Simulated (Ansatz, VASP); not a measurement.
**TiB2 in VASP and in Ansatz**

```xyz
3
Lattice="3.0292 0.0000 0.0000 -1.5146 2.6234 0.0000 0.0000 0.0000 3.2284" Properties=species:S:1:pos:R:3 pbc="T T T"
Ti    0.0000    0.0000    0.0000
B     1.5146    0.8745    1.6142
B     0.0000    1.7489    1.6142
```

Alike in both runs: task single point; functional PBE; k mesh 10 × 10 × 8; occupations gaussian, width 0.022 eV; no spin polarisation.

|  | VASP | Ansatz |
| --- | --- | --- |
| version | VASP 6.6.1 | Ansatz 0.2.0 |
| potentials or method | VASP PAW PBE potentials, release 64 (Ti_sv, B) | Ansatz PAW |
| plane-wave cutoff (eV) | 520 | 420 |
| valence electrons in the cell | 18 | 18 |

Ansatz gave:

```
gap on the k mesh at the Fermi level (eV) : none
pressure (GPa)                            : 0.3
```

**Question.** What did VASP give for the same quantities?

**Answer.** gap on the k mesh at the Fermi level (eV): none; pressure (GPa): 0.6.

A gap of «none» marks a metal or a gap that the smearing closes.
